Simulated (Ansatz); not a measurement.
Calculation for InP (rocksalt type): DFT, PBE, PAW with Ansatz's default frozen-core files, scalar-relativistic (Ansatz 0.2.0). This run: cell relaxed at zero pressure.

The start is a guessed cell of a prototype that needn't be stable.

Command: `ansatz run input.yaml --threads 1 --pin off --max-ram 3584MiB --backend cpu --events-out ev --progress --plain --runs-dir out` It took 20 s on 1 thread of Arm Neoverse V1 (shared host), peak memory 0.35 GiB.

```yaml
crystal:
  lattice:
    - [0.0, 2.5708039839, 2.5708039839]
    - [2.5708039839, 0.0, 2.5708039839]
    - [2.5708039839, 2.5708039839, 0.0]
  atoms:
    - { symbol: In, position: [0.0, 0.0, 0.0] }
    - { symbol: P, position: [0.5, 0.5, 0.5] }
kpoints:
  mp_grid: { grid: [13, 13, 13] }
scf:
  occupations: { method: fermi_dirac, width: 0.1 }
hamiltonian:
  xc: pbe
  pseudopotentials: { kind: paw }
output:
  forces: true
  stress: true
  write_density: true
  write_potential: true
  elf: true
  volumetric_format: npy
relax:
  f_tol: 0.005
  max_steps: 40
  cell: {}
```

Output:

```
Engine: ansatz 0.2.0
Pseudopotentials: kind: paw
Pseudopotential: In, paw, valence charge 13, recommended cutoff 420 eV (normal), In.paw.azcp
Pseudopotential: P, paw, valence charge 5, recommended cutoff 420 eV (normal), P.paw.azcp
Functional definition: PBE
  parameter kappa = 0.804
  parameter beta = 0.06672455060314922
  exchange = pbe_x(kappa = kappa, mu = beta*pi^2/3)
  correlation = pbe_c(beta = beta)
Crystal: 2 atoms, lattice volume = 33.981 Å³
Basis set: ecut = 420 eV, 645 PW (Γ), exchange–correlation on 50×50×50 points (8 copies of the dense FFT grid, shifted against one another)
Bands: 13, of which v1, the nominal top of the filled ones, is band 9 counted from 1 (8 counted from 0)
Symmetry: 48 space group operations
Space group: Fm-3m (ITA 225), of the structure as read, at distance tolerance 3.2e-5 Å
k-points: 84 of 2197
Non-local potential: In, projectors of the file, l = 0: 2, l = 1: 2, l = 2: 2, l = 3: 2
Non-local potential: P, projectors of the file, l = 0: 2, l = 1: 2, l = 2: 2
PAW form: soft (Blöchl's): semilocal exchange-correlation on the pseudo side does not see the compensation charge
PAW one-centre angular grid: In, 590 points (default); XC on 64 Gauss nodes
PAW one-centre angular grid: P, 110 points (default); XC on 64 Gauss nodes
Initial density: superposition of atomic densities (neutral atoms: chi_scale 0, normalization atom), corrected by the library's trained network
Initial wavefunctions: pseudopotential atomic-orbital guess
Functional: x = pbe(κ = 0.804, μ = 0.2195149727645171), c = pbe(β = 0.06672455060314922)
SCF iter   1: F=—  HF=-6352.929920 eV  |F-HF|=—  |Δ(HF+E_count)|=         —  Δρ=2.34e-3  dr2=3.16e-3  ethr=1.77e-3  ⟨swp⟩=6.2  Hψ=7158  notcnv=0
preconditioner: auto → Kerker (q_TF=auto, 2.454 Å⁻¹)  [metal: Δε(μ)=0.018 eV  Ē_g=15.861 eV  σ=0.100 eV  W_gap=0.05  n_scr=14 (ndim 8)  ℏωp=27.0 eV  f_vac=0.000  D(μ)=0.73/eV (n_scr^D=0)]
SCF iter   2: F=—  HF=-6352.928161 eV  |F-HF|=—  |Δ(HF+E_count)|=   1.76e-3  Δρ=1.83e-3  dr2=1.21e-3  ethr=1.76e-5  ⟨swp⟩=2.3  Hψ=2271  notcnv=0
SCF iter   3: F=—  HF=-6352.927843 eV  |F-HF|=—  |Δ(HF+E_count)|=   3.18e-4  Δρ=6.28e-4  dr2=1.96e-4  ethr=6.72e-6  ⟨swp⟩=2.0  Hψ=1854  notcnv=0
SCF iter   4: F=—  HF=-6352.927800 eV  |F-HF|=—  |Δ(HF+E_count)|=   4.24e-5  Δρ=2.86e-4  dr2=1.61e-5  ethr=1.09e-6  ⟨swp⟩=2.7  Hψ=1782  notcnv=0
SCF iter   5: F=—  HF=-6352.927800 eV  |F-HF|=—  |Δ(HF+E_count)|=   6.47e-7  Δρ=3.31e-5  dr2=3.22e-7  ethr=8.96e-8  ⟨swp⟩=2.3  Hψ=1763  notcnv=0
SCF iter   6: F=-6352.927800 eV  HF=-6352.927800 eV  |F-HF|=4.32e-8  |Δ(HF+E_count)|=   3.00e-7  Δρ=1.64e-5  dr2=6.28e-8  ethr=5.56e-10  ⟨swp⟩=8.9  Hψ=6525  notcnv=0
SCF 1 converged in 6 iterations: F = -6352.927800 eV  dr2 = 6.28e-8
  Residual-converged pass: ⟨swp⟩=1.0  Hψ=1429  notcnv=0  max |occ|·‖R‖ = 7.0e-9 eV (tolerance 1.0e-8 eV)  dr2=6.28e-8  dr2_onsite=1.21e-8  max |Δocc| = 2.7e-10
  greatest PAW one-centre occupation: 0.981 electrons in one spin orbital (limit 2), on the In atom at site 0 (counted from 0), in its partial waves of l = 2
relax step   1: F+E_penalty+E_count = -6352.92780000 eV  Δ(F+E_penalty+E_count) = +0.000e0 eV  max|allowed force component| = 1.348e-30 eV/Å  Δτ_max = 0.0000 Å  P = +28.174 GPa  Ω = 33.981 Å³  (6 SCF iters, dr2 threshold 1.00e-7 eV, accepted)
Crystal: 2 atoms, lattice volume = 39.197 Å³
Basis set: ecut = 420 eV, 749 PW (Γ), exchange–correlation on 50×50×50 points (8 copies of the dense FFT grid, shifted against one another)
Initial density: handed on by an earlier stage of this run
Initial wavefunctions: those handed on with the density
iter 1 solved again at ethr=2.57e-4 eV; its pass at ethr=3.10e-3 eV (dr2=4.62e-2 eV) is discarded
SCF iter   1: F=—  HF=-6353.474923 eV  |F-HF|=—  |Δ(HF+E_count)|=         —  Δρ=8.05e-3  dr2=4.64e-2  ethr=2.57e-4  ⟨swp⟩=1.2  Hψ=9013  notcnv=0
preconditioner: auto → Kerker (q_TF=auto, 2.396 Å⁻¹)  [metal: Δε(μ)=0.086 eV  Ē_g=15.217 eV  σ=0.100 eV  W_gap=0.21  n_scr=14 (ndim 8)  ℏωp=25.2 eV  f_vac=0.000  D(μ)=0.96/eV (n_scr^D=8)]
SCF iter   2: F=—  HF=-6353.464394 eV  |F-HF|=—  |Δ(HF+E_count)|=   1.05e-2  Δρ=4.38e-3  dr2=1.28e-2  ethr=2.57e-4  ⟨swp⟩=1.3  Hψ=1116  notcnv=0
SCF iter   3: F=—  HF=-6353.461947 eV  |F-HF|=—  |Δ(HF+E_count)|=   2.45e-3  Δρ=8.86e-4  dr2=2.89e-4  ethr=7.12e-5  ⟨swp⟩=2.0  Hψ=1412  notcnv=0
SCF iter   4: F=—  HF=-6353.462135 eV  |F-HF|=—  |Δ(HF+E_count)|=   1.88e-4  Δρ=2.53e-4  dr2=2.87e-5  ethr=1.61e-6  ⟨swp⟩=2.4  Hψ=1701  notcnv=0
SCF iter   5: F=—  HF=-6353.462154 eV  |F-HF|=—  |Δ(HF+E_count)|=   1.91e-5  Δρ=7.44e-5  dr2=2.95e-6  ethr=1.59e-7  ⟨swp⟩=2.8  Hψ=1930  notcnv=0
SCF iter   6: F=-6353.462156 eV  HF=-6353.462156 eV  |F-HF|=1.62e-9  |Δ(HF+E_count)|=   2.27e-6  Δρ=1.52e-5  dr2=8.07e-8  ethr=1.11e-9  ⟨swp⟩=8.2  Hψ=7433  notcnv=0
SCF 2 converged in 6 iterations: F = -6353.462156 eV  dr2 = 8.07e-8
  greatest PAW one-centre occupation: 0.982 electrons in one spin orbital (limit 2), on the In atom at site 0 (counted from 0), in its partial waves of l = 2
relax step   2: F+E_penalty+E_count = -6353.46215611 eV  Δ(F+E_penalty+E_count) = -5.344e-1 eV  max|allowed force component| = 5.916e-31 eV/Å  Δτ_max = 0.0000 Å  P = +7.285 GPa  Ω = 39.197 Å³  energy of the carried Pulay correction = -2.292e-3 eV  (6 SCF iters, dr2 threshold 2.00e-7 eV, accepted)
Crystal: 2 atoms, lattice volume = 41.410 Å³
Basis set: ecut = 420 eV, 869 PW (Γ), exchange–correlation on 50×50×50 points (8 copies of the dense FFT grid, shifted against one another)
iter 1 solved again at ethr=3.05e-5 eV; its pass at ethr=3.10e-3 eV (dr2=5.50e-3 eV) is discarded
SCF iter   1: F=—  HF=-6353.525283 eV  |F-HF|=—  |Δ(HF+E_count)|=         —  Δρ=2.67e-3  dr2=5.38e-3  ethr=3.05e-5  ⟨swp⟩=2.0  Hψ=8135  notcnv=0
preconditioner: auto → Kerker (q_TF=auto, 2.375 Å⁻¹)  [metal: Δε(μ)=0.073 eV  Ē_g=14.892 eV  σ=0.100 eV  W_gap=0.18  n_scr=14 (ndim 8)  ℏωp=24.5 eV  f_vac=0.000  D(μ)=1.02/eV (n_scr^D=8)]
SCF iter   2: F=—  HF=-6353.524082 eV  |F-HF|=—  |Δ(HF+E_count)|=   1.20e-3  Δρ=1.45e-3  dr2=1.47e-3  ethr=2.99e-5  ⟨swp⟩=1.1  Hψ=1100  notcnv=0
SCF iter   3: F=—  HF=-6353.523817 eV  |F-HF|=—  |Δ(HF+E_count)|=   2.65e-4  Δρ=2.99e-4  dr2=3.59e-5  ethr=8.18e-6  ⟨swp⟩=2.0  Hψ=1388  notcnv=0
[... lines left out ...]
iter 1 solved again at ethr=7.62e-7 eV; its pass at ethr=3.10e-3 eV (dr2=1.37e-4 eV) is discarded
SCF iter   1: F=—  HF=-6353.534831 eV  |F-HF|=—  |Δ(HF+E_count)|=         —  Δρ=7.82e-6  dr2=2.53e-8  ethr=7.62e-7  ⟨swp⟩=3.0  Hψ=9507  notcnv=0
eigensolver tolerance schedule: the retry pair's looser diagonalisation over-reported the residual by 5420.36 of it (diagonalisation noise at an unbounded share of the residual, at the tolerance the schedule requests for it); recorded, not acted on — ethr = c·dr2/N_el stays at c = 1.0e-1
preconditioner: auto → Kerker (q_TF=auto, 2.364 Å⁻¹)  [metal: Δε(μ)=0.062 eV  Ē_g=14.742 eV  σ=0.100 eV  W_gap=0.15  n_scr=14 (ndim 8)  ℏωp=24.2 eV  f_vac=0.000  D(μ)=1.05/eV (n_scr^D=8)]
SCF iter   2: F=—  HF=-6353.534834 eV  |F-HF|=—  |Δ(HF+E_count)|=   2.28e-6  Δρ=5.46e-6  dr2=1.41e-8  ethr=1.41e-10  ⟨swp⟩=3.6  Hψ=2420  notcnv=0
SCF iter   3: F=—  HF=-6353.534834 eV  |F-HF|=—  |Δ(HF+E_count)|=   6.62e-9  Δρ=2.54e-6  dr2=2.80e-9  ethr=7.82e-11  ⟨swp⟩=3.0  Hψ=2015  notcnv=0
SCF iter   4: F=—  HF=-6353.534834 eV  |F-HF|=—  |Δ(HF+E_count)|=   2.45e-9  Δρ=1.47e-6  dr2=7.50e-10  ethr=1.55e-11  ⟨swp⟩=2.0  Hψ=1456  notcnv=0
SCF iter   5: F=-6353.534834 eV  HF=-6353.534834 eV  |F-HF|=5.46e-12  |Δ(HF+E_count)|=  2.22e-10  Δρ=1.66e-7  dr2=1.50e-11  ethr=1.00e-12  ⟨swp⟩=6.3  Hψ=6197  notcnv=0
SCF 8 converged in 5 iterations: F = -6353.534834 eV  dr2 = 1.50e-11
relax step   8: F+E_penalty+E_count = -6353.53483362 eV  Δ(F+E_penalty+E_count) = -1.465e-5 eV  max|allowed force component| = 5.128e-30 eV/Å  Δτ_max = 0.0000 Å  P = +0.004 GPa  Ω = 42.532 Å³  stress off target by 3.68e-3 GPa  SCF on the basis re-selected at this cell (its energy is not comparable with the rows above)  (5 SCF iters)
basis re-selected at this cell: Δ(F+E_penalty+E_count) = -1.465e-5 eV, ΔP = -0.000 GPa vs the last step (what re-selecting the basis moved, of the pressure what is left beyond the Pulay correction that the steps carried, after the strain that the cell walked since its last selection, with what the two solves' SCF thresholds leave and, on support functions, any second-order correction that the steps lacked; it is no measure of the basis error at this ecutwfc). This SCF's stress stands 3.68e-3 GPa from its target on what of the cell is left free (relax.cell.stress_tol is 5.00e-2 GPa) and its largest allowed force component is 5.13e-30 eV/Å (relax.f_tol is 5.00e-3 eV/Å): within both
SCF converged after 5 iterations
Free energy (F): -6353.534834 eV
Harris-Foulkes:  -6353.534834 eV  (|F-HF|=5.46e-12)
Internal energy: -6353.500877 eV  (E = F + TS)
E sigma→0 (E₀):  -6353.517855 eV
Entropy (-TS):   -0.033957 eV (-16.978 meV/atom)
Fermi energy:    9.174166 eV
--- Per-component energies (eV) ---
  E_band       = -13.959954
  E_kinetic    = 311.809285
  E_local      = -1195.899227  (includes V_loc(G=0)·N_el)
  E_nonlocal   = 401.577820
  E_hartree    = 469.798586
  E_xc         = -276.110140
  E_vxc        = -159.276934  (∫ρ·V_xc dr)
  E_paw        = -4724.868908  (= ΣΔE_a)
  E_vpaw       = -311.768241  (= ΣTr[D̂ρ^β])
  E_aug_tail   = 0.000029  (compensation charges beyond the density's cutoff)
  E_ewald      = -1339.808322
  E_smearing   = -0.033957  (= −TS)
  E_closure    = -0.000000  (closes the sum)
  Σ components = -6353.534834   (vs F -6353.534834, Δ=0.00e0)
--- Forces (eV/Å), atoms counted from 1 ---
  atom   1  In    -0.00000000     0.00000000     0.00000000
  atom   2  P      0.00000000     0.00000000     0.00000000
  max |Σ_I F_I| component: 1.08e-29 eV/Å
--- Stress (GPa, compression-positive) ---
        0.003677      -0.000000      -0.000000
       -0.000000       0.003677      -0.000000
        0.000000      -0.000000       0.003677
  P = ⅓ Tr σ = 0.0037 GPa (0.037 kbar)
--- Band table (eV; the first three rows and the last of 84) ---
  k-point 0: bands = ["-5.0506", "-5.0506", "-5.0314", "-5.0314", "-5.0314", "-2.8321", "8.8856", "8.8856", "8.8856", "9.6768", "16.2462", "16.2462", "16.2462"]
  k-point 1: bands = ["-5.0533", "-5.0533", "-5.0315", "-5.0277", "-5.0277", "-2.7585", "7.9674", "8.8975", "8.8975", "10.4863", "15.7476", "16.1763", "16.1763"]
  k-point 2: bands = ["-5.0624", "-5.0624", "-5.0322", "-5.0154", "-5.0154", "-2.5401", "6.7102", "8.9358", "8.9358", "11.3694", "15.0526", "15.3992", "15.3992"]
  k-point 83: bands = ["-5.2724", "-5.0554", "-5.0168", "-4.9962", "-4.9210", "0.3202", "4.2692", "5.4764", "5.4843", "11.4357", "13.7726", "15.5427", "16.3206"]
--- Relaxed structure (6 steps of the walk, 6 accepted, 2 SCFs on fresh bases) ---
  F+E_penalty+E_count = -6353.53483362 eV   max|allowed force component| = 5.128e-30 eV/Å   (the final SCF, on the basis selected at the relaxed cell)
  cell:  # Å, volume = 42.5320 Å³
    - [-1.547719254842136e-33, 2.7705241213619534, 2.7705241213619534]
    - [2.7705241213619534, -3.1145461552573284e-33, 2.7705241213619534]
    - [2.7705241213619534, 2.7705241213619534, 1.528611609868677e-34]
  atoms:
    - { symbol: In, position: [-1.5607390045802475e-36, 1.560739004580436e-36, 7.023325520614092e-36] }
    - { symbol: P, position: [0.49999999999999994, 0.49999999999999994, 0.49999999999999994] }
```

Next run (rocksalt relaxed under pressure), as changes to the input before:

```diff
   lattice:
-    - [0.0, 2.5708039839, 2.5708039839]
-    - [2.5708039839, 0.0, 2.5708039839]
-    - [2.5708039839, 2.5708039839, 0.0]
+    - [0.0, 2.7705241214, 2.7705241214]
+    - [2.7705241214, 0.0, 2.7705241214]
+    - [2.7705241214, 2.7705241214, 0.0]
   atoms:
   stress: true
-  write_density: true
-  write_potential: true
-  elf: true
-  volumetric_format: npy
+  eigenvalues: true
 relax:
   max_steps: 40
-  cell: {}
+  cell: { p_target: 0.0037, stress_tol: 0.03 }
```

Results part of the output:

```
basis re-selected at this cell: Δ(F+E_penalty+E_count) = -1.981e-9 eV, ΔP = +0.000 GPa vs the last step (what re-selecting the basis moved, of the pressure what is left beyond the Pulay correction that the steps carried, after the strain that the cell walked since its last selection, with what the two solves' SCF thresholds leave and, on support functions, any second-order correction that the steps lacked; it is no measure of the basis error at this ecutwfc). This SCF's stress stands 2.19e-5 GPa from its target on what of the cell is left free (relax.cell.stress_tol is 3.00e-2 GPa) and its largest allowed force component is 1.36e-30 eV/Å (relax.f_tol is 5.00e-3 eV/Å): within both
SCF converged after 5 iterations
Free energy (F): -6353.534834 eV
Harris-Foulkes:  -6353.534834 eV  (|F-HF|=2.73e-12)
Internal energy: -6353.500877 eV  (E = F + TS)
E sigma→0 (E₀):  -6353.517855 eV
Entropy (-TS):   -0.033957 eV (-16.978 meV/atom)
Fermi energy:    9.174166 eV
--- Per-component energies (eV) ---
  E_band       = -13.960013
  E_kinetic    = 311.809281
  E_local      = -1195.899281  (includes V_loc(G=0)·N_el)
  E_nonlocal   = 401.577842
  E_hartree    = 469.798631
  E_xc         = -276.110137
  E_vxc        = -159.276930  (∫ρ·V_xc dr)
  E_paw        = -4724.868920  (= ΣΔE_a)
  E_vpaw       = -311.768261  (= ΣTr[D̂ρ^β])
  E_aug_tail   = 0.000029  (compensation charges beyond the density's cutoff)
  E_ewald      = -1339.808322
  E_smearing   = -0.033957  (= −TS)
  E_closure    = -0.000000  (closes the sum)
  Σ components = -6353.534834   (vs F -6353.534834, Δ=0.00e0)
--- Forces (eV/Å), atoms counted from 1 ---
  atom   1  In     0.00000000    -0.00000000     0.00000000
  atom   2  P      0.00000000    -0.00000000     0.00000000
  max |Σ_I F_I| component: 3.48e-30 eV/Å
--- Stress (GPa, compression-positive) ---
        0.003678       0.000000       0.000000
        0.000000       0.003678       0.000000
       -0.000000      -0.000000       0.003678
  P = ⅓ Tr σ = 0.0037 GPa (0.037 kbar)
--- Band table (eV; the first three rows and the last of 84) ---
  k-point 0: bands = ["-5.0506", "-5.0506", "-5.0314", "-5.0314", "-5.0314", "-2.8321", "8.8856", "8.8856", "8.8856", "9.6768", "16.2462", "16.2462", "16.2462"]
  k-point 1: bands = ["-5.0533", "-5.0533", "-5.0315", "-5.0277", "-5.0277", "-2.7585", "7.9674", "8.8975", "8.8975", "10.4863", "15.7476", "16.1763", "16.1763"]
  k-point 2: bands = ["-5.0624", "-5.0624", "-5.0322", "-5.0155", "-5.0155", "-2.5401", "6.7102", "8.9358", "8.9358", "11.3694", "15.0526", "15.3992", "15.3992"]
  k-point 83: bands = ["-5.2724", "-5.0554", "-5.0169", "-4.9962", "-4.9210", "0.3202", "4.2692", "5.4764", "5.4843", "11.4357", "13.7726", "15.5427", "16.3206"]
--- Relaxed structure (1 steps of the walk, 1 accepted, 1 SCFs on fresh bases) ---
  F+E_penalty+E_count = -6353.53483362 eV   max|allowed force component| = 1.356e-30 eV/Å   (the final SCF, on the basis selected at the relaxed cell)
  cell:  # Å, volume = 42.5320 Å³
    - [0.0, 2.7705241214, 2.7705241214]
    - [2.7705241214, 0.0, 2.7705241214]
    - [2.7705241214, 2.7705241214, 0.0]
  atoms:
    - { symbol: In, position: [0.0, 0.0, 0.0] }
    - { symbol: P, position: [0.5, 0.5, 0.5] }
```

Next run (CsCl relaxed under pressure), as changes to the input before:

```diff
   lattice:
-    - [0.0, 2.7705241214, 2.7705241214]
-    - [2.7705241214, 0.0, 2.7705241214]
-    - [2.7705241214, 2.7705241214, 0.0]
+    - [3.4072153508, 0.0, 0.0]
+    - [0.0, 3.4072153508, 0.0]
+    - [0.0, 0.0, 3.4072153508]
   atoms:
   eigenvalues: true
+  write_density: true
+  write_potential: true
+  elf: true
+  volumetric_format: npy
 relax:
```

Results part of the output:

```
basis re-selected at this cell: Δ(F+E_penalty+E_count) = -4.541e-4 eV, ΔP = +0.004 GPa vs the last step (what re-selecting the basis moved, of the pressure what is left beyond the Pulay correction that the steps carried, after the strain that the cell walked since its last selection, with what the two solves' SCF thresholds leave and, on support functions, any second-order correction that the steps lacked; it is no measure of the basis error at this ecutwfc). This SCF's stress stands 2.02e-3 GPa from its target on what of the cell is left free (relax.cell.stress_tol is 3.00e-2 GPa) and its largest allowed force component is 1.41e-30 eV/Å (relax.f_tol is 5.00e-3 eV/Å): within both
SCF converged after 6 iterations
Free energy (F): -6352.821353 eV
Harris-Foulkes:  -6352.821353 eV  (|F-HF|=1.82e-12)
Internal energy: -6352.781395 eV  (E = F + TS)
E sigma→0 (E₀):  -6352.801374 eV
Entropy (-TS):   -0.039958 eV (-19.979 meV/atom)
Fermi energy:    10.031739 eV
--- Per-component energies (eV) ---
  E_band       = -1.507606
  E_kinetic    = 309.787204
  E_local      = -1151.618985  (includes V_loc(G=0)·N_el)
  E_nonlocal   = 401.059405
  E_hartree    = 453.642284
  E_xc         = -275.968046
  E_vxc        = -158.959897  (∫ρ·V_xc dr)
  E_paw        = -4723.152714  (= ΣΔE_a)
  E_vpaw       = -309.059897  (= ΣTr[D̂ρ^β])
  E_aug_tail   = 0.000029  (compensation charges beyond the density's cutoff)
  E_ewald      = -1366.530573
  E_smearing   = -0.039958  (= −TS)
  E_closure    = -0.000000  (closes the sum)
  Σ components = -6352.821353   (vs F -6352.821353, Δ=0.00e0)
--- Forces (eV/Å), atoms counted from 1 ---
  atom   1  In     0.00000000     0.00000000     0.00000000
  atom   2  P      0.00000000     0.00000000    -0.00000000
  max |Σ_I F_I| component: 2.63e-30 eV/Å
--- Stress (GPa, compression-positive) ---
        0.005717      -0.000000       0.000000
       -0.000000       0.005717       0.000000
        0.000000       0.000000       0.005717
  P = ⅓ Tr σ = 0.0057 GPa (0.057 kbar)
--- Band table (eV; the first three rows and the last of 84) ---
  k-point 0: bands = ["-4.4868", "-4.4868", "-4.2157", "-4.2157", "-4.2157", "-2.3973", "8.4514", "9.1847", "9.1847", "9.1847", "14.7778", "14.7778", "19.9825"]
  k-point 1: bands = ["-4.4855", "-4.4746", "-4.2214", "-4.2214", "-4.2151", "-2.3324", "7.6796", "9.2505", "9.2505", "9.7135", "14.8234", "15.1372", "19.5359"]
  k-point 2: bands = ["-4.4820", "-4.4412", "-4.2373", "-4.2373", "-4.2135", "-2.1396", "6.5093", "9.4426", "9.4426", "10.2887", "14.9581", "15.9477", "18.5642"]
  k-point 83: bands = ["-4.4474", "-4.4427", "-4.4427", "-4.1099", "-4.1099", "1.6687", "7.4240", "7.6963", "7.6963", "8.9923", "10.0488", "10.0488", "10.8561"]
--- Relaxed structure (4 steps of the walk, 4 accepted, 1 SCFs on fresh bases) ---
  F+E_penalty+E_count = -6352.82135282 eV   max|allowed force component| = 1.413e-30 eV/Å   (the final SCF, on the basis selected at the relaxed cell)
  cell:  # Å, volume = 41.0402 Å³
    - [3.449343344108716, 6.098778157226247e-34, -5.135813185032629e-34]
    - [9.62964972193618e-35, 3.449343344108716, 0.0]
    - [-5.135813185032629e-34, 0.0, 3.449343344108716]
  atoms:
    - { symbol: In, position: [1.6957512919766133e-34, -7.065630383235926e-36, -1.4131260766471852e-35] }
    - { symbol: P, position: [0.5000000000000001, 0.5000000000000001, 0.5000000000000001] }
```
